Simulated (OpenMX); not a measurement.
TiAl:

```
CELL_PARAMETERS angstrom
3.17906 0.00000 0.00000
0.00000 3.17906 0.00000
0.00000 0.00000 3.17906
ATOMIC_POSITIONS crystal
Ti 0.00000 0.00000 0.00000
Al 0.50000 0.50000 0.50000
```

The cell comes from a database or a generator and needn't be the stable form of this composition.

```yaml
Program: OpenMX 3.8.5
Task: single point
Functional: PBE
Potentials_or_basis: OpenMX 2013 PBE set, Ti7.0-s3p2d1, Al7.0-s2p2d1, grid cutoff 350 Ry
k_mesh: 9 × 9 × 9
Occupations: fermi-dirac, width 0.05 eV
Spin: no spin polarisation
```

On this cell: pressure 0.2 GPa; largest force zero by symmetry; band gap on the k mesh none (metal or under the smearing width).

The same run follows on a disturbed copy (atoms moved at random, drawn with an rms of 0.05 Å):

```
Ti Al
1.0
     3.17906    0.00000    0.00000
     0.00000    3.17906    0.00000
     0.00000    0.00000    3.17906
Ti Al
1 1
Cartesian
  -0.0036 0.0241 0.0054
  1.6191 1.6101 1.5915
```

Problem. What does the disturbed cell give?

Solution. The energy (extrapolated to zero smearing) moves by +1.8 meV/atom; pressure 0.2 GPa; largest force 0.216 eV/Å; band gap on the k mesh none (metal or under the smearing width).

Forces in eV/Å, atoms in the order of the input:
```
Ti   0.214 -0.027 -0.023
Al  -0.206  0.022  0.021
```

Caveats: the transition metal has a single d function, too few for pressures, volumes and moments; the basis of atomic orbitals isn't converged, which shifts pressures, moduli and gaps.
